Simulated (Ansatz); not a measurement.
**Lattice vibrations of HgS at Γ**

Computed with DFT PBE, scalar-relativistic, plane waves, PAW (Ansatz). Settings: 420 eV plane-wave cutoff, Γ-centred 18×18×18 mesh, Fermi-Dirac smearing of 0.15 eV. No spin polarisation. Phonons by linear response, acoustic sum rule imposed.

Equilibrium structure at this level:
```
CELL_PARAMETERS angstrom
-2.11931 2.11931 2.99423
2.11931 -2.11931 2.99423
2.11931 2.11931 -2.99423
ATOMIC_POSITIONS crystal
Hg 0.50000 0.50000 0.00000
S 0.25000 0.75000 0.50000
```

It was reached by relaxing an invented guess, and it needn't be the stable form of this composition. In a metal, frequencies depend on the k mesh and the smearing, soft modes most. Spin–orbit coupling is left out, which matters for heavy elements. A semilocal functional can close a gap that the real compound has.

Optical modes at Γ:
```csv
frequency (cm⁻¹),degeneracy
150,1
151,2
```

All 3 optical modes at Γ are real: no displacement of atoms at fixed cell lowers the energy to second order. Strains and modes at other wave vectors aren't tested by this run.
